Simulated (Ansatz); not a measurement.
# Cu (P6_3/mmc) in Ansatz: reference runs

How does Cu come out in PBEsol? The cell is run as given and disturbed, then over a range of volumes.

Everything below comes from runs of Ansatz 0.2.0. Logs are shortened: lines on timing, memory, paths and dates and some standing lists are left out, and cuts for length are marked.

### 1 The crystal as given

Symmetry: P6_3/mmc, No. 194, hexagonal system. The conventional cell has a = 2.531 Å, b = 2.531 Å, c = 8.262 Å, α = 90.00°, β = 90.00°, γ = 120.00°. Cu (site symmetry -6m2) is surrounded by 12 Cu at 2.53 Å. Cu (site symmetry -3m) is surrounded by 12 Cu at 2.53 Å.

This isn't the form of Cu at room conditions, which is fcc.

### 2 Single point, PBEsol

Input file input.yaml:

```yaml
crystal:
  lattice:
    - [2.5307640267, 0.0, 0.0]
    - [-1.2653820134, 2.1917059381, 0.0]
    - [0.0, 0.0, 8.26181508]
  atoms:
    - { symbol: Cu, position: [0.6666666667, 0.3333333333, 0.75] }
    - { symbol: Cu, position: [0.0, 0.0, 0.5] }
    - { symbol: Cu, position: [0.3333333333, 0.6666666667, 0.25] }
    - { symbol: Cu, position: [0.0, 0.0, 0.0] }
hamiltonian:
  xc: pbesol
  pseudopotentials: { kind: paw }
kpoints:
  mp_grid: { grid: [12, 12, 4] }
scf:
  occupations: { method: fermi_dirac, width: 0.05 }
output:
  forces: true
  stress: true
  eigenvalues: true
  write_density: true
  write_potential: true
  elf: true
  volumetric_format: npy
```

Potentials or basis: Ansatz PAW.

Run with:

```bash
$ ansatz run input.yaml --threads 2 --pin off --max-ram 5632MiB --backend cpu --events-out ev --progress --plain --runs-dir out
```

Output:

```text
Warning: RAYON_NUM_THREADS=2 ignored (pool sized by the plan → 2); use --threads N
Engine: ansatz 0.2.0, aarch64-unknown-linux-gnu
Pseudopotentials: kind: paw
Pseudopotential: Cu, paw, valence charge 19, recommended cutoff 420 eV (normal), Cu.paw.azcp
Functional definition: PBEsol
  exchange = pbesol_x
  correlation = pbesol_c
Crystal: 4 atoms, lattice volume = 45.826 Å³
Basis set: ecut = 420 eV, 909 PW (Γ), exchange–correlation on 36×36×120 points (8 copies of the dense FFT grid, shifted against one another)
Bands: 46, of which v1, the nominal top of the filled ones, is band 38 counted from 1 (37 counted from 0)
Symmetry: 24 space group operations
Space group: P63/mmc (ITA 194), of the structure as read, at distance tolerance 3.6e-5 Å
k-points: 57 of 576
Non-local potential: Cu, projectors of the file, l = 0: 3, l = 1: 2, l = 2: 3, l = 3: 1
PAW form: soft (Blöchl's): semilocal exchange-correlation on the pseudo side does not see the compensation charge
PAW frozen core: Cu, regenerated for the run's functional, and the local potential with it (the file was generated under x = pbe(κ = 0.804, μ = 0.2195149727645171), c = pbe(β = 0.06672455060314922))
PAW one-centre angular grid: Cu, 590 points (default); XC on 64 Gauss nodes
Initial density: superposition of atomic densities (neutral atoms: chi_scale 0, normalization atom), corrected by the library's trained network
Initial wavefunctions: pseudopotential atomic-orbital guess
Functional: x = pbesol(κ = 0.804, μ = 0.12345679012345678), c = pbesol(β = 0.046)
SCF iter   1: F=—  HF=-26355.089418 eV  |F-HF|=—  |Δ(HF+E_count)|=         —  Δρ=2.12e-2  dr2=1.07e-1  ethr=1.77e-3  ⟨swp⟩=5.5  Hψ=8411  notcnv=0  defer=66
preconditioner: auto → Kerker (q_TF=auto, 2.968 Å⁻¹)  [metal: Δε(μ)=0.079 eV  Ē_g=11.004 eV  σ=0.050 eV  W_gap=0.35  n_scr=24 (ndim 8)  ℏωp=36.4 eV  f_vac=0.000  D(μ)=1.71/eV (n_scr^D=6)]
SCF iter   2: F=—  HF=-26355.066348 eV  |F-HF|=—  |Δ(HF+E_count)|=   2.31e-2  Δρ=2.38e-3  dr2=1.90e-3  ethr=1.41e-4  ⟨swp⟩=2.0  Hψ=4483  notcnv=0  defer=124
SCF iter   3: F=—  HF=-26355.065319 eV  |F-HF|=—  |Δ(HF+E_count)|=   1.03e-3  Δρ=2.41e-3  dr2=1.87e-3  ethr=2.50e-6  ⟨swp⟩=2.9  Hψ=5125  notcnv=0  defer=124
SCF iter   4: F=—  HF=-26355.064660 eV  |F-HF|=—  |Δ(HF+E_count)|=   6.59e-4  Δρ=2.81e-4  dr2=3.82e-5  ethr=2.47e-6  ⟨swp⟩=2.3  Hψ=3490  notcnv=0  defer=124
SCF iter   5: F=—  HF=-26355.064720 eV  |F-HF|=—  |Δ(HF+E_count)|=   6.07e-5  Δρ=9.06e-5  dr2=7.51e-6  ethr=5.03e-8  ⟨swp⟩=2.1  Hψ=4302  notcnv=0  defer=124
SCF iter   6: F=—  HF=-26355.064719 eV  |F-HF|=—  |Δ(HF+E_count)|=   1.69e-6  Δρ=5.08e-5  dr2=1.80e-6  ethr=9.89e-9  ⟨swp⟩=2.1  Hψ=3552  notcnv=0  defer=124
SCF iter   7: F=—  HF=-26355.064718 eV  |F-HF|=—  |Δ(HF+E_count)|=   3.04e-7  Δρ=3.37e-5  dr2=2.72e-7  ethr=2.37e-9  ⟨swp⟩=2.1  Hψ=3446  notcnv=0  defer=124
SCF iter   8: F=-26355.064718 eV  HF=-26355.064718 eV  |F-HF|=1.94e-9  |Δ(HF+E_count)|=   1.03e-7  Δρ=4.51e-6  dr2=7.32e-9  ethr=1.32e-10  ⟨swp⟩=11.2  Hψ=17336  notcnv=0
SCF 1 converged in 8 iterations: F = -26355.064718 eV  dr2 = 7.32e-9
SCF converged after 8 iterations
Free energy (F): -26355.064718 eV
Harris-Foulkes:  -26355.064718 eV  (|F-HF|=1.94e-9)
Internal energy: -26355.051519 eV  (E = F + TS)
E sigma→0 (E₀):  -26355.058119 eV
Entropy (-TS):   -0.013199 eV (-3.300 meV/atom)
Fermi energy:    17.162944 eV
--- Per-component energies (eV) ---
  E_band       = -1400.567074
  E_kinetic    = 1201.885642
  E_local      = -15973.844648  (includes V_loc(G=0)·N_el)
  E_nonlocal   = 1564.813660
  E_hartree    = 7032.186458
  E_xc         = -357.119925
  E_vxc        = -462.910351  (∫ρ·V_xc dr)
  E_paw        = -6503.820707  (= ΣΔE_a)
  E_vpaw       = -1794.881422  (= ΣTr[D̂ρ^β])
  E_aug_tail   = 0.001014  (compensation charges beyond the density's cutoff)
  E_ewald      = -13319.977822
  E_core_change = 0.824809  (= ΣΔE_core)
  E_smearing   = -0.013199  (= −TS)
  E_closure    = -0.000000  (closes the sum)
  Σ components = -26355.064718   (vs F -26355.064718, Δ=0.00e0)
--- Forces (eV/Å), atoms counted from 1 ---
  atom   1  Cu     0.00000000    -0.00000000     0.00000000
  atom   2  Cu     0.00000000    -0.00000000     0.00000000
  atom   3  Cu     0.00000000     0.00000000     0.00000000
  atom   4  Cu    -0.00000000    -0.00000000     0.00000000
  max |Σ_I F_I| component: 2.10e-30 eV/Å
--- Stress (GPa, compression-positive) ---
       -1.721808       0.000000       0.000000
        0.000000      -1.721808       0.000000
        0.000000       0.000000      -2.188378
  P = ⅓ Tr σ = -1.8773 GPa (-18.773 kbar)
--- Band table (eV; the first three rows and the last of 57) ---
  k-point 0: bands = ["-95.0824", "-95.0795", "-95.0607", "-95.0577", "-52.6585", "-52.6043", "-52.5893", "-52.5548", "-52.5548", "-52.5513", "-52.5513", "-52.5348", "-52.5306", "-52.5306", "-52.5271", "-52.5271", "7.5648", "9.7282", "9.7434", "11.9652", "13.8747", "13.8768", "14.1288", "14.1288", "14.1298", "14.1298", "14.1473", "14.3324", "14.3324", "14.3524", "14.3524", "14.8641", "14.8641", "15.1267", "15.1267", "15.2922", "15.2922", "15.5963", "15.5963", "16.0747", "21.1443", "29.9004", "29.9015", "38.6513", "39.3567", "39.3859"]
  k-point 1: bands = ["-95.0820", "-95.0799", "-95.0602", "-95.0581", "-52.6539", "-52.6215", "-52.5721", "-52.5544", "-52.5544", "-52.5519", "-52.5519", "-52.5394", "-52.5300", "-52.5300", "-52.5276", "-52.5276", "7.7106", "8.8347", "10.7133", "11.8719", "13.9320", "13.9932", "14.1163", "14.1486", "14.1486", "14.1527", "14.1527", "14.2997", "14.2997", "14.3186", "14.3186", "14.9049", "14.9049", "15.0789", "15.0789", "15.3571", "15.3571", "15.4669", "15.5619", "15.5619", "22.1236", "26.9455", "33.0589", "38.7352", "39.0326", "39.4984"]
  k-point 2: bands = ["-95.0810", "-95.0810", "-95.0591", "-95.0591", "-52.6408", "-52.6408", "-52.5532", "-52.5532", "-52.5532", "-52.5532", "-52.5527", "-52.5527", "-52.5287", "-52.5287", "-52.5287", "-52.5287", "8.1415", "8.1415", "11.4943", "11.4943", "14.0336", "14.0336", "14.1855", "14.1855", "14.1855", "14.1855", "14.2633", "14.2633", "14.2633", "14.2633", "14.5143", "14.5143", "14.9920", "14.9920", "14.9920", "14.9920", "15.4704", "15.4704", "15.4704", "15.4704", "24.2828", "24.2828", "36.3316", "36.3316", "38.9736", "38.9736"]
  k-point 56: bands = ["-95.0675", "-95.0675", "-95.0487", "-95.0487", "-52.6319", "-52.6319", "-52.6184", "-52.6184", "-52.6168", "-52.6168", "-52.5933", "-52.5933", "-52.5693", "-52.5693", "-52.5641", "-52.5641", "13.0358", "13.0358", "13.1280", "13.1280", "13.1888", "13.1888", "13.3165", "13.3165", "13.9002", "13.9002", "13.9353", "13.9353", "14.7187", "14.7187", "15.0364", "15.0364", "15.4899", "15.4899", "15.5876", "15.5876", "20.6333", "20.6333", "20.9431", "20.9431", "21.4149", "21.4149", "24.5389", "24.5389", "25.7625", "25.7625"]
```

Run time: 5 s. Hardware: 2 threads of Arm Neoverse V1, shared host; peak memory 0.38 GiB.

Results:

* Free energy: -26355.0647 eV
* Pressure: -1.9 GPa
* Band gap on the k mesh: none (metal or under the smearing width)

Stress tensor (GPa, compression positive):
```
-1.72  0.00  0.00
 0.00 -1.72  0.00
 0.00  0.00 -2.19
```

Caveat: the PAW data sets come from PBE, with cores solved anew for the run's functional, which leaves a small shift of forces and pressure.

### 3 Single point, PBEsol (atoms moved at random, drawn with an rms of 0.05 Å)

Input file input.yaml:

```yaml
crystal:
  lattice:
    - [2.5307640267, 0.0, 0.0]
    - [-1.2653820134, 2.1917059381, 0.0]
    - [0.0, 0.0, 8.26181508]
  atoms:
    - { symbol: Cu, position: [0.657425, 0.335402, 0.752234] }
    - { symbol: Cu, position: [0.014158, 0.017133, 0.504896] }
    - { symbol: Cu, position: [0.304836, 0.648069, 0.244955] }
    - { symbol: Cu, position: [0.006785, 0.016305, 0.004727] }
hamiltonian:
  xc: pbesol
  pseudopotentials: { kind: paw }
kpoints:
  mp_grid: { grid: [12, 12, 4] }
scf:
  occupations: { method: fermi_dirac, width: 0.05 }
output:
  forces: true
  stress: true
  eigenvalues: true
```

Potentials or basis: Ansatz PAW.

Run with:

```bash
$ ansatz run input.yaml --threads 2 --pin off --max-ram 5632MiB --backend cpu --events-out ev --progress --plain --runs-dir out
```

Output:

```text
Warning: RAYON_NUM_THREADS=2 ignored (pool sized by the plan → 2); use --threads N
[... 2 set-up lines as earlier in the session ...]
[... 64 lines left out ...]
  k-point 1: bands = ["-95.1073", "-95.0662", "-95.0628", "-95.0536", "-52.6742", "-52.6171", "-52.5788", "-52.5739", "-52.5720", "-52.5418", "-52.5388", "-52.5359", "-52.5336", "-52.5292", "-52.5257", "-52.5249", "7.7037", "8.8312", "10.7177", "11.8656", "13.8653", "14.0321", "14.0935", "14.1230", "14.1301", "14.1575", "14.1655", "14.2794", "14.2866", "14.3349", "14.3443", "14.8650", "14.9102", "15.0797", "15.1039", "15.3527", "15.3589", "15.4813", "15.5512", "15.5862", "22.1085", "26.9321", "33.0766", "38.7148", "39.0293", "39.4233"]
  k-point 2: bands = ["-95.1073", "-95.0664", "-95.0624", "-95.0537", "-52.6717", "-52.6251", "-52.5786", "-52.5728", "-52.5618", "-52.5429", "-52.5410", "-52.5389", "-52.5333", "-52.5288", "-52.5260", "-52.5250", "8.0730", "8.2021", "11.4878", "11.4957", "13.9880", "14.0303", "14.1431", "14.1458", "14.2080", "14.2102", "14.2186", "14.2285", "14.2926", "14.3002", "14.4975", "14.5715", "14.9207", "14.9614", "15.0244", "15.0595", "15.4093", "15.4357", "15.5101", "15.5328", "24.1232", "24.4212", "36.1737", "36.5212", "38.8866", "38.9950"]
  k-point 291: bands = ["-95.0956", "-95.0549", "-95.0510", "-95.0457", "-52.6764", "-52.6579", "-52.6367", "-52.6303", "-52.6028", "-52.6003", "-52.5774", "-52.5699", "-52.5643", "-52.5540", "-52.5498", "-52.5463", "12.1516", "12.2436", "12.3228", "12.4201", "12.7956", "12.8853", "13.7876", "13.8386", "14.2609", "14.3620", "14.6684", "14.6959", "14.9116", "14.9759", "15.3855", "15.4249", "15.6284", "15.6624", "15.7306", "15.7322", "17.2222", "17.2807", "18.5612", "18.6055", "22.3858", "22.4896", "24.3052", "24.3292", "30.2127", "30.2438"]
```

Wall time 28 s (2 threads of Arm Neoverse V1, shared host); peak memory 0.65 GiB.

What came out:

```yaml
Free_energy: -26355.0290 eV
Pressure: -1.4 GPa
Largest_force: 0.666 eV/Å
Band_gap_on_the_k_mesh: none (metal or under the smearing width)
```

Forces on the atoms (eV/Å):
```
Cu   0.048  0.041  0.158
Cu  -0.059 -0.065 -0.352
Cu   0.060  0.127  0.651
Cu  -0.049 -0.103 -0.457
```

Stress tensor (GPa, compression positive):
```
-1.78 -0.16  0.19
-0.16 -1.16  0.31
 0.19  0.31 -1.32
```

Caveat: the PAW data sets come from PBE, with cores solved anew for the run's functional, which leaves a small shift of forces and pressure.

### 4 Single point, PBEsol, 10.77 Å³/atom (volume scaled by 0.94)

Input file input.yaml:

```yaml
crystal:
  lattice:
    - [2.479101285, 0.0, 0.0]
    - [-1.2395506425, 2.1469646914, 0.0]
    - [0.0, 0.0, 8.0931592851]
  atoms:
    - { symbol: Cu, position: [0.6666666667, 0.3333333333, 0.75] }
    - { symbol: Cu, position: [0.0, 0.0, 0.5] }
    - { symbol: Cu, position: [0.3333333333, 0.6666666667, 0.25] }
    - { symbol: Cu, position: [0.0, 0.0, 0.0] }
hamiltonian:
  xc: pbesol
  pseudopotentials: { kind: paw }
kpoints:
  mp_grid: { grid: [12, 12, 4] }
scf:
  occupations: { method: fermi_dirac, width: 0.05 }
output:
  forces: true
  stress: true
  eigenvalues: true
```

Run with:

```bash
$ ansatz run input.yaml --threads 2 --pin off --max-ram 5632MiB --backend cpu --events-out ev --progress --plain --runs-dir out
```

Run time: 3.8 s. Hardware: 2 threads of Arm Neoverse V1, shared host; peak memory 0.37 GiB.

Results (log left out):

```yaml
Free_energy: -26355.0048 eV
Pressure: 9.6 GPa
Band_gap_on_the_k_mesh: none (metal or under the smearing width)
```

Caveat: the PAW data sets come from PBE, with cores solved anew for the run's functional, which leaves a small shift of forces and pressure.

### 5 Single point, PBEsol, 11.00 Å³/atom (volume scaled by 0.96)

input.yaml, as its differences from that of step 4:

```diff
@@ -2,5 +2,5 @@
   lattice:
-    - [2.479101285, 0.0, 0.0]
-    - [-1.2395506425, 2.1469646914, 0.0]
-    - [0.0, 0.0, 8.0931592851]
+    - [2.49656032, 0.0, 0.0]
+    - [-1.24828016, 2.1620846592, 0.0]
+    - [0.0, 0.0, 8.1501552425]
   atoms:
```

Run with:

```bash
$ ansatz run input.yaml --threads 2 --pin off --max-ram 5632MiB --backend cpu --events-out ev --progress --plain --runs-dir out
```

Run time: 3.3 s. Hardware: 2 threads of Arm Neoverse V1, shared host; peak memory 0.37 GiB.

The run converged. Its results:

* Free energy: -26355.0469 eV
* Pressure: 5.3 GPa
* Band gap on the k mesh: none (metal or under the smearing width)

Caveat: the PAW data sets come from PBE, with cores solved anew for the run's functional, which leaves a small shift of forces and pressure.

### 6 Single point, PBEsol, 11.23 Å³/atom (volume scaled by 0.98)

input.yaml, as its differences from that of step 5:

```diff
@@ -2,5 +2,5 @@
   lattice:
-    - [2.49656032, 0.0, 0.0]
-    - [-1.24828016, 2.1620846592, 0.0]
-    - [0.0, 0.0, 8.1501552425]
+    - [2.5137785214, 0.0, 0.0]
+    - [-1.2568892608, 2.1769960591, 0.0]
+    - [0.0, 0.0, 8.2063649859]
   atoms:
```

Potentials or basis: Ansatz PAW.

Run with:

```bash
$ ansatz run input.yaml --threads 2 --pin off --max-ram 5632MiB --backend cpu --events-out ev --progress --plain --runs-dir out
```

It took 3.3 s on 2 threads of Arm Neoverse V1, shared host; peak memory 0.37 GiB.

The run converged. Its results:

```
Free energy            : -26355.0661 eV
Pressure               : 1.5 GPa
Band gap on the k mesh : none (metal or under the smearing width)
```

Caveat: the PAW data sets come from PBE, with cores solved anew for the run's functional, which leaves a small shift of forces and pressure.

[end of part 1 of 2]
